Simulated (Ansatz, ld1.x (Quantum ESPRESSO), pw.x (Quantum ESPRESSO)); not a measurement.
**scandium: one change to the TM potential, in the atom and in the bcc crystal**

ld1.x (Quantum ESPRESSO) 7.5 input, shortened:

```
&input
   title='Sc', zed=21., rel=1, dft='PBE', iswitch=3,
   config='[Ar] 3d1 4s2 4p0'
 /
 &inputp
   pseudotype=2, tm=.true., lloc=-1, rcloc=2.95,
   nlcc=.true., rcore=1.20
 /
3
4S  1  0   2.00   0.00  3.20  3.20  0.0
4P  2  1   0.00   0.00  3.80  3.80  0.0
3D  3  2   1.00   0.00  2.20  2.20  0.0
 &test
   configts(1)='3d1 4s2 4p0'
 /
```

Change: local potential all-electron potential smoothed inside 3.06 bohr (lloc = -1).

Cutoffs, loose and tight: the cutoffs (Ry, on a coarse ladder) from which the occupation-weighted sum of valence levels, in a spherical-Bessel basis at the reference potential, stays within 10 and 1 mRy of its value at 400 Ry. They do not see the model core or the augmentation charge, which bear on the density cutoff. Test errors are all-electron minus pseudo excitation energies from the reference, over the configurations 3d1 4s1 4p0; 3d1 4s0 4p0; 3d1 4s1.5 4p0; 3d1 4s0 4p1; 3d0 4s2 4p1; 3d0 4s2 4p0; 3d1 4s0 4p2; variants that change the core or the reference have their own tests.

Crystal test: bcc Sc in pw.x 7.5, no spin, 13³ k-points, Fermi–Dirac smearing 0.01 Ry, cutoffs set for each file from its atomic test. The reference is all-electron LAPW (Ansatz 0.2.0) with the same functional, mesh and smearing; V0 and B0 come from Birch–Murnaghan fits to the pressures at five volumes. Errors are pseudo minus all-electron; Δ is the rms difference of the E(V) curves that follow from these fits, minima aligned, over ±6 % about the mean V0. Mesh and smearing are coarse, so the numbers serve the comparison and aren't converged zero-temperature values; the lattice is a test structure that the element need not adopt.

All-electron: a0 = 3.685 Å (V0 = 25.02 Å³/atom), B0 = 52.2 GPa.

Task: Does the change bring the crystal closer to the all-electron result?

Result: The mean pressure error goes from +0.40 to +0.55 GPa, so the change moves the solid further from the all-electron pressures.

```
                       quantity       base    changed
                 outcome (atom)  generated  generated
           cutoff, loose (atom)      40 Ry      40 Ry
           cutoff, tight (atom)      50 Ry      50 Ry
            bound ghosts (atom)       none       none
largest test error (meV) (atom)       -266       -272
           cutoffs in pw.x (Ry)     60/240     60/240
                         a0 (Å)      3.694      3.697
                   a0 error (%)      +0.24      +0.32
                   B0 error (%)       +3.1       +3.1
                   Δ (meV/atom)        2.1        2.9
      mean pressure error (GPa)      +0.40      +0.55
```

Base: The largest radius (3.80 bohr) exceeds half the bond length (3.01 bohr), so the spheres overlap, which is one possible source of error among others. The logarithmic derivative shows an extra or strongly shifted pseudo pole above the reference energy (s near 1.57 Ry). Changed file: The largest radius (3.80 bohr) exceeds half the bond length (3.01 bohr), so the spheres overlap, which is one possible source of error among others. The logarithmic derivative shows an extra or strongly shifted pseudo pole above the reference energy (s near 1.65 Ry). The atomic cutoffs weigh occupied waves only.
